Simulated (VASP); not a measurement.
# GaN: structure and properties in VASP, part 4 of 4

What structure does GaN take at this level, and what are its properties? The start is a computed cell from the Materials Project.

VASP 6.6.1; AM05; plane waves and PAW (Ga_d, N).

So far, least gap on mesh and path (eV): step 5 (bands along the symmetry lines (AM05)) 1.83. The relaxed cell has a = 4.493 Å (conventional setting).

### Step 7. Dielectric tensor and Born charges (AM05) (continued)

OUTCAR, selected parts (step 7):

```text
   k-points           NKPTS =    220   k-points in BZ     NKDIM =    220   number of bands    NBANDS=     15

   NELECT =      18.0000    total number of electrons

  Total        0.0104773      0.0104773      0.0104773      0.0000000      0.0000000     -0.0000000
  in kB        0.7403331      0.7403331      0.7403331      0.0000000      0.0000000     -0.0000000
  external PRESSURE =       0.7403331 kB  Pullay stress =       0.0000000 kB

 MACROSCOPIC STATIC DIELECTRIC TENSOR (including local field effects in DFT)
 ------------------------------------------------------
           5.813625     0.000000    -0.000000
           0.000000     5.813625     0.000000
          -0.000000     0.000000     5.813625
 ------------------------------------------------------

 PIEZOELECTRIC TENSOR (including local field effects)  for field in x, y, z        (C/m^2)
          XX          YY          ZZ          XY          YZ          ZX
  --------------------------------------------------------------------------------
  x     0.00000     0.00000     0.00000     0.00000     1.02619     0.00000
  y     0.00000    -0.00000    -0.00000     0.00000     0.00000     1.02619
  z    -0.00000    -0.00000     0.00000     1.02619     0.00000     0.00000

 BORN EFFECTIVE CHARGES (including local field effects) (in |e|, cummulative output)
 ---------------------------------------------------------------------------------
 ion    1
    1     2.65163    -0.00000     0.00000
    2    -0.00000     2.65163    -0.00000
    3     0.00000    -0.00000     2.65163
 ion    2
    1    -2.65163     0.00000    -0.00000
    2     0.00000    -2.65163     0.00000
    3    -0.00000     0.00000    -2.65163

[... 7 parts as in an earlier step ...]

[... 4 further parts left out ...]
```

Energies printed during the response cycles are not total energies of the cell.

Numbers from this step:

```yaml
bands: 15
irreducible_k_points: 220
fermi_energy: 5.374 eV
pressure: 0.07403 GPa
gap_on_the_k_mesh: 1.834 eV
least_direct_gap_on_the_k_mesh: 1.834 eV
```

Electronic dielectric tensor with local fields:

```
5.81 0.00 0.00
0.00 5.81 0.00
0.00 0.00 5.81
```

Born effective charge (e), principal values of the symmetric part by kind of site:

```tsv
atom	atoms with these values	low	middle	high	mean
Ga1	1	2.65	2.65	2.65	2.65
N2	1	-2.65	-2.65	-2.65	-2.65
```

In full for Ga1:

```
2.65 0.00 0.00
0.00 2.65 0.00
0.00 0.00 2.65
```

Piezoelectric tensor with clamped ions (C/m²), by row:

```tsv
field	xx	yy	zz	xy	yz	zx
x	0	0	0	0	1.026	0
y	0	0	0	0	0	1.026
z	0	0	0	1.026	0	0
```

The Born charges sum to zero; the printed set may have that rule imposed, so this is no test. The mean Born charge of N, -2.65 e, lies near its nominal -3, though a dynamic charge doesn't by itself measure how ionic a bond is.

### Step 8. Field gradients at the nuclei (AM05)

Field gradients probe how far the charge around each nucleus departs from cubic symmetry; LASPH keeps the non-spherical terms inside the spheres.

INCAR reads:

```
SYSTEM = GaN
PREC = Accurate
ENCUT = 520
EDIFF = 1E-07
NELM = 100
ISMEAR = 0
SIGMA = 0.05
LREAL = .FALSE.
ALGO = Normal
GGA = AM
NBANDS = 15
LORBIT = 11
LWAVE = .FALSE.
LCHARG = .FALSE.
KPAR = 2
LEFG = .TRUE.
LASPH = .TRUE.
```

POSCAR reads:

```
GaN
1.0
    0.0000000000      2.2464751478      2.2464751478
    2.2464751478      0.0000000000      2.2464751478
    2.2464751478      2.2464751478      0.0000000000
Ga N
1 1
Direct
    0.0000000000      0.0000000000      0.0000000000
    0.7500000000      0.7500000000      0.7500000000
```

KPOINTS reads:

```
Automatic mesh
0
Gamma
10 10 10
0 0 0
```

The projector-augmented-wave data sets are Ga_d and N (PBE family, release 64).

On the command line:

```console
$ mpirun -np 2 vasp_std
```

The log of the run:

```text
[... set-up lines as in an earlier step ...]
 entering main loop
       N       E                     dE             d eps       ncg     rms          rms(c)
DAV:   1     0.816859528599E+02    0.81686E+02   -0.94944E+03  1584   0.214E+03
DAV:   2    -0.844886038561E+01   -0.90135E+02   -0.85016E+02  1634   0.339E+02
DAV:   3    -0.143753744290E+02   -0.59265E+01   -0.58996E+01  1571   0.751E+01
DAV:   4    -0.144493687408E+02   -0.73994E-01   -0.73979E-01  1856   0.895E+00
DAV:   5    -0.144502348934E+02   -0.86615E-03   -0.86615E-03  1613   0.852E-01    0.720E+00
DAV:   6    -0.126992172402E+02    0.17510E+01   -0.43892E+00  2122   0.413E+01    0.272E+00
DAV:   7    -0.126944551147E+02    0.47621E-02   -0.27787E-01  1599   0.608E+00    0.175E+00
DAV:   8    -0.126840083054E+02    0.10447E-01   -0.52602E-02  1613   0.288E+00    0.697E-01
DAV:   9    -0.126806773230E+02    0.33310E-02   -0.12654E-02  2104   0.258E+00    0.175E-01
DAV:  10    -0.126809401800E+02   -0.26286E-03   -0.14791E-03  1647   0.587E-01    0.936E-02
DAV:  11    -0.126808914343E+02    0.48746E-04   -0.17599E-04  2055   0.216E-01    0.626E-03
DAV:  12    -0.126808964592E+02   -0.50249E-05   -0.20458E-05  1628   0.528E-02    0.620E-03
DAV:  13    -0.126808964124E+02    0.46867E-07   -0.68805E-07  1767   0.142E-02
ion   1
     0.0000000     0.0000000     0.0000000    -0.0000000     0.0000000    -0.0000000
     0.0000481     0.0000000     0.0000000    -0.0000000     0.0000000    -0.0000000
     0.0000628     0.0000000     0.0000000    -0.0000000     0.0000000    -0.0000000
     0.0000820     0.0000000     0.0000000    -0.0000000     0.0000000    -0.0000000
     0.0001070     0.0000000     0.0000000    -0.0000000     0.0000000    -0.0000000

     0.0000000     0.0000000    -0.0000000    -0.0000000    -0.0000000    -0.0000000
     0.0000481     0.0000000    -0.0000000    -0.0000000    -0.0000000    -0.0000000
     0.0000628     0.0000000    -0.0000000    -0.0000000    -0.0000000    -0.0000000
     0.0000820     0.0000000    -0.0000000    -0.0000000    -0.0000000    -0.0000000
     0.0001070     0.0000000    -0.0000000    -0.0000000    -0.0000000    -0.0000000

ion   2
     0.0000000    -0.0000000     0.0000000     0.0000000    -0.0000000    -0.0000000
     0.0000281    -0.0000000     0.0000000     0.0000000    -0.0000000    -0.0000000
     0.0000381    -0.0000000     0.0000000     0.0000000    -0.0000000    -0.0000000
     0.0000517    -0.0000000     0.0000000     0.0000000    -0.0000000    -0.0000000
     0.0000701    -0.0000000     0.0000000     0.0000000    -0.0000000    -0.0000000

     0.0000000    -0.0000000     0.0000000     0.0000000    -0.0000000    -0.0000000
     0.0000281    -0.0000000     0.0000000     0.0000000    -0.0000000    -0.0000000
     0.0000381    -0.0000000     0.0000000     0.0000000    -0.0000000    -0.0000000
     0.0000517    -0.0000000     0.0000000     0.0000000    -0.0000000    -0.0000000
     0.0000701    -0.0000000     0.0000000     0.0000000    -0.0000000    -0.0000000

   1 F= -.12680896E+02 E0= -.12680896E+02  d E =-.192713E-19
```

Wall time 9 s (2 MPI ranks of Intel Xeon Platinum 8259CL at 2.50GHz (Skylake/Cascade Lake), shared host); peak memory 0.26 GiB; 16 s of CPU time.

Parts of OUTCAR (step 8):

```text
   NELECT =      18.0000    total number of electrons

 E-fermi :   5.5971

 k-point     1 :       0.0000    0.0000    0.0000
  band No.  band energies     occupation
    ...
      5      -7.8243      2.00000
      6      -7.8243      2.00000
      7       5.2970      2.00000
      8       5.2970      2.00000
      9       5.2971      2.00000
     10       7.1304      0.00000
     11      15.5814      0.00000
     12      15.5814      0.00000
     13      15.5814      0.00000
     14      22.9212      0.00000
    ...

  Total        0.0238928      0.0238928      0.0238928     -0.0000000      0.0000000      0.0000000
  in kB        1.6882721      1.6882721      1.6882721     -0.0000000      0.0000000      0.0000000
  external PRESSURE =       1.6882721 kB  Pullay stress =       0.0000000 kB

  FREE ENERGIE OF THE ION-ELECTRON SYSTEM (eV)
  ---------------------------------------------------
  free  energy   TOTEN  =       -12.6808964124 eV

  energy  without entropy=      -12.6808964124  energy(sigma->0) =      -12.68089641

 Electric field gradients after diagonalization (V/A^2)
 (convention: |V_zz| > |V_xx| > |V_yy|)
----------------------------------------------------------------------
 ion       V_xx      V_yy      V_zz     asymmetry (V_yy - V_xx)/ V_zz
----------------------------------------------------------------------
   1       0.003     0.003    -0.005       0.000
   2      -0.001    -0.001     0.002       0.000
----------------------------------------------------------------------

[... 9 parts as in an earlier step ...]

[... 9 further parts left out ...]
```

This step gave:

| Property | Result |
| --- | --- |
| SCF cycles | 13 |
| irreducible k-points | 47 |
| Fermi energy | 5.597 eV |
| pressure | 0.1688 GPa |
| gap on the k-mesh | 1.833 eV |
| least direct gap on the k-mesh | 1.833 eV |

Electric field gradients, by row:

```tsv
atom	Vxx (V/Å²)	Vyy (V/Å²)	Vzz (V/Å²)	asymmetry
Ga1	0.003	0.003	-0.005	-
N2	-0.001	-0.001	0.002	-
```

All gradients vanish within the noise.

The run ends at a pressure of 0.17 GPa.

### Step 9. Bands along the symmetry lines (AM05) with a changed input

Levels along the symmetry lines show where the bands peak and cross; KPOINTS_OPT computes them in the converged potential. Some settings are moved from the usual, to see what they do.

INCAR reads:

```
SYSTEM = GaN
PREC = Accurate
ENCUT = 700
EDIFF = 1E-06
NELM = 100
ISMEAR = 0
SIGMA = 0.05
LREAL = .FALSE.
ALGO = Normal
GGA = AM
NBANDS = 21
LORBIT = 11
LWAVE = .FALSE.
LCHARG = .FALSE.
KPAR = 2
ISYM = 1
```

POSCAR is that of step 8.

KPOINTS is that of step 8.

KPOINTS_OPT reads:

```
Line mode
16
Line-mode
Reciprocal
  0.00000000   0.00000000   0.00000000 GAMMA
  0.50000000   0.00000000   0.50000000 X

  0.50000000   0.00000000   0.50000000 X
  0.50000000   0.25000000   0.75000000 W

  0.50000000   0.25000000   0.75000000 W
  0.37500000   0.37500000   0.75000000 K

  0.37500000   0.37500000   0.75000000 K
  0.00000000   0.00000000   0.00000000 GAMMA

  0.00000000   0.00000000   0.00000000 GAMMA
  0.50000000   0.50000000   0.50000000 L

  0.50000000   0.50000000   0.50000000 L
  0.62500000   0.25000000   0.62500000 U

  0.62500000   0.25000000   0.62500000 U
  0.50000000   0.25000000   0.75000000 W

  0.50000000   0.25000000   0.75000000 W
  0.50000000   0.50000000   0.50000000 L

  0.50000000   0.50000000   0.50000000 L
  0.37500000   0.37500000   0.75000000 K

  0.62500000   0.25000000   0.62500000 U
  0.50000000   0.00000000   0.50000000 X
```

On the command line:

```console
$ mpirun -np 2 vasp_std
```

The log of the run:

```text
[... set-up lines as in an earlier step ...]
 entering main loop
       N       E                     dE             d eps       ncg     rms          rms(c)
DAV:   1     0.119286404896E+03    0.11929E+03   -0.99858E+03  2387   0.181E+03
DAV:   2    -0.262314034638E+01   -0.12191E+03   -0.10980E+03  2052   0.387E+02
DAV:   3    -0.142708091257E+02   -0.11648E+02   -0.11500E+02  2286   0.842E+01
DAV:   4    -0.144562908137E+02   -0.18548E+00   -0.18537E+00  2335   0.115E+01
DAV:   5    -0.144577649202E+02   -0.14741E-02   -0.14741E-02  2248   0.100E+00    0.718E+00
DAV:   6    -0.127054508824E+02    0.17523E+01   -0.28531E+00  3203   0.302E+01    0.271E+00
DAV:   7    -0.127006652818E+02    0.47856E-02   -0.26655E-01  2189   0.423E+00    0.171E+00
DAV:   8    -0.126897393544E+02    0.10926E-01   -0.43002E-02  2385   0.189E+00    0.637E-01
DAV:   9    -0.126869782230E+02    0.27611E-02   -0.64235E-03  2532   0.156E+00    0.182E-01
DAV:  10    -0.126872864991E+02   -0.30828E-03   -0.98045E-04  2232   0.328E-01    0.131E-01
DAV:  11    -0.126872595818E+02    0.26917E-04   -0.67601E-05  2672   0.113E-01    0.249E-02
DAV:  12    -0.126872601266E+02   -0.54481E-06   -0.68807E-06  2299   0.196E-02
   1 F= -.12687260E+02 E0= -.12687260E+02  d E =-.649821E-19
 Start KPOINTS_OPT (optional k-point list driver)
k-point batch [1-47\160]
       N       E                     dE             ncg
DAV:   1     0.219770496176E+04   -0.34432E+05     2401
DAV:   2    -0.345022240269E+04   -0.56479E+04     2002
DAV:   3    -0.397574954407E+04   -0.52553E+03     2418
DAV:   4    -0.398350502303E+04   -0.77555E+01     2319
DAV:   5    -0.398356433804E+04   -0.59315E-01     2343
DAV:   6    -0.398356570905E+04   -0.13710E-02     2365
DAV:   7    -0.398356575503E+04   -0.45980E-04     2460
DAV:   8    -0.398356575631E+04   -0.12819E-05     1910
DAV:   9    -0.398356575645E+04   -0.13325E-06     1605
[...]
k-point batch [142-160\160]
       N       E                     dE             ncg
DAV:   1     0.254419332511E+05   -0.17915E+05      962
DAV:   2     0.231503868185E+05   -0.22915E+04      835
DAV:   3     0.229506103659E+05   -0.19978E+03      987
DAV:   4     0.229477992028E+05   -0.28112E+01      969
DAV:   5     0.229477760462E+05   -0.23157E-01      952
DAV:   6     0.229477754149E+05   -0.63132E-03     1038
DAV:   7     0.229477753950E+05   -0.19917E-04      986
DAV:   8     0.229477753944E+05   -0.58538E-06      809
```

Elapsed: 43 s, on 2 MPI ranks; peak memory 0.36 GiB; 79 s of CPU time.

Parts of OUTCAR (step 9):

```text
   ENCUT  =  700.0 eV  51.45 Ry    7.17 a.u.   6.85  6.85  6.85*2*pi/ulx,y,z

   NELECT =      18.0000    total number of electrons

 E-fermi :   5.5897

 k-point     1 :       0.0000    0.0000    0.0000
  band No.  band energies     occupation
    ...
      5      -7.8229      2.00000
      6      -7.8229      2.00000
      7       5.2947      2.00000
      8       5.2947      2.00000
      9       5.2947      2.00000
     10       7.1304      0.00000
     11      15.5789      0.00000
     12      15.5789      0.00000
     13      15.5789      0.00000
     14      22.9230      0.00000
    ...

  Total       -0.0458759     -0.0458759     -0.0458759      0.0000000     -0.0000000      0.0000000
  in kB       -3.2416038     -3.2416038     -3.2416038      0.0000000     -0.0000000      0.0000000
  external PRESSURE =      -3.2416038 kB  Pullay stress =       0.0000000 kB

 POSITION                                       TOTAL-FORCE (eV/Angst)
 -----------------------------------------------------------------------------------
      0.00000      0.00000      0.00000        -0.000000      0.000000      0.000000
      3.36971      3.36971      3.36971         0.000000     -0.000000      0.000000
 -----------------------------------------------------------------------------------
    total drift:                               -0.000000     -0.000000     -0.000001

  FREE ENERGIE OF THE ION-ELECTRON SYSTEM (eV)
  ---------------------------------------------------
  free  energy   TOTEN  =       -12.6872601266 eV

  energy  without entropy=      -12.6872601266  energy(sigma->0) =      -12.68726013

[... 5 parts as in an earlier step ...]

[... 11 further parts left out ...]
```

Numbers from this step:

```
SCF cycles                        : 12
bands                             : 21
free energy (TOTEN)               : -12.69 eV
Fermi energy                      : 5.590 eV
pressure                          : -0.3242 GPa
least gap on mesh and path        : 1.835 eV
least direct gap on mesh and path : 1.835 eV
```

Electronic bands along the path, in eV, zero at the valence-band top; v1 is the highest filled band, c1 the lowest empty one:

```tsv
point	v3	v2	v1	c1	c2
Γ	0.00	0.00	0.00	1.84	10.28
0.47 of the way	-3.16	-1.38	-1.38	4.55	7.56
X	-6.21	-2.76	-2.76	3.29	6.66
0.47 of the way	-6.04	-3.23	-3.20	4.39	7.41
W	-5.77	-3.77	-3.73	6.18	8.47
0.53 of the way	-5.88	-4.21	-2.77	5.53	8.08
K	-5.95	-4.34	-2.22	4.95	7.92
0.47 of the way	-4.49	-2.41	-0.63	5.55	8.36
Γ	0.00	0.00	0.00	1.84	10.28
0.47 of the way	-3.56	-0.48	-0.48	4.02	8.85
L	-7.15	-0.99	-0.99	4.70	8.73
0.53 of the way	-6.60	-2.95	-1.54	6.07	7.41
U	-5.95	-4.34	-2.22	4.95	7.92
0.53 of the way	-5.86	-4.17	-2.91	5.66	8.13
W	-5.77	-3.77	-3.73	6.18	8.47
0.47 of the way	-6.44	-3.22	-1.92	6.77	6.97
L	-7.15	-0.99	-0.99	4.70	8.73
0.53 of the way	-6.60	-2.95	-1.54	6.07	7.41
K	-5.95	-4.34	-2.22	4.95	7.92
jump to U	-5.95	-4.34	-2.22	4.95	7.92
0.47 of the way	-6.10	-3.49	-2.60	3.96	7.19
X	-6.21	-2.76	-2.76	3.29	6.66
```

Of the projections kept (Ga, N), the largest for each band there, as a share of the weight inside these atoms' spheres; weight between the spheres isn't counted:

```tsv
point	v3	v2	v1	c1	c2
Γ	N 0.77	N 0.77	N 0.77	N 0.58	Ga 0.99
X	Ga 0.63	N 0.65	N 0.65	Ga 0.82	Ga 0.83
W	Ga 0.62	N 0.60	N 0.57	N 0.54	Ga 0.51
K	Ga 0.61	N 0.57	N 0.67	Ga 0.75	Ga 0.52
Γ	N 0.77	N 0.77	N 0.77	N 0.58	Ga 0.99
L	Ga 0.59	N 0.72	N 0.72	Ga 0.69	N 0.77
```

The electronic bands as a text plot (rows in eV, shown from -7.2 to 6.7 only):

```
    6.4 |        +    +     +                     ++++
    5.8 |            + +  +  +              ++   +    +   +++
    5.2 |           +   ++                 +  +++      + +   +
    4.6 |    ++               +        ++++             +     +
    4.1 |   +  +   +           +      +                        +
    3.5 |  +    +++                  +                          +
    2.9 | +                     +   +
    2.3 |                          +
    1.8 |+                       ++
    1.2 |
    0.6 |
    0.0 |*                     ******
   -0.5 | **                 ** *  * ***
   -1.1 | * *              **  **       ****          *****
   -1.7 |  * **           *   *     *      ***       * *  ***
   -2.3 |      *        **   *                **    * *      **
   -2.8 |   *   ****   *       *     *      *   *  * *     *   **
   -3.4 |    *     ****     * *              *   *             *
   -4.0 |     *      ***   *          *         *****       * *
   -4.6 |               ***  *                **             *
   -5.1 |      *            *          *
   -5.7 |       *   ********                  ******         **
   -6.3 |        ***                    *    *      *       *  **
   -6.9 |                                ****        *******
         Γ       X    W  K        Γ      L     U  W     L   K|U X
```

Against the sound run “Bands along the symmetry lines (AM05)”, the energy at zero smearing moves by -2.9 meV an atom, the pressure by -0.14 GPa and the gap by +0.00 eV.

### Step 10. Results

```json
{
  "relaxed volume": "11.34 Å³/atom",
  "relaxed conventional cell a, b, c": "4.493, 4.493, 4.493 Å",
  "space group after relaxing, within 0.02 Å": "F-43m (No. 216)",
  "band gap": "1.83 eV, direct",
  "gap among the points of the DOS mesh alone, an upper bound": "1.83 eV",
  "electronic dielectric constant, mean": "5.81",
  "largest field gradient Vzz": "zero within the noise on all sites"
}
```

**Reading.** With AM05, GaN relaxes to 11.34 Å³/atom in space group F-43m (held by the symmetry of the run) and has a direct gap of 1.83 eV. Bands along the symmetry lines (AM05): The path shows a direct gap of 1.83 eV (valence top at Γ, conduction bottom at Γ). Dielectric tensor and Born charges (AM05): The electronic dielectric tensor with local fields is isotropic, 5.81. Dielectric tensor and Born charges (AM05): Mean Born effective charge: Ga1 2.65, N2 -2.65 e. Bands along the symmetry lines (AM05) with a changed input: On this path the gap is direct, 1.84 eV, with the valence top at Γ and the conduction bottom at Γ. Semilocal functionals usually underestimate gaps. Spin-orbit coupling is left out; it would split some degenerate bands. No search among competing phases was made, and a listed structure need not be the one stable at ambient conditions. All values are for a static lattice at zero temperature.

[Lines on the potential files, build, host, timing and source positions are cut from VASP's logs without a mark.]

[Logs are printed without paths, hosts, clocks, repeated set-up lines and the standing remarks that a program may print on its own settings, such as how far it seeks lower states.]

[Hosts, paths, dates, database ids (printed as entryN), source tags and the programs' standing remarks are cut or masked in the printed files.]

[A measured line is paired with the nearest computed mode of its activity, which favours agreement.]

[In band tables of VASP the shares of atoms and orbitals are scaled to a sum of 1 inside the atoms' spheres.]
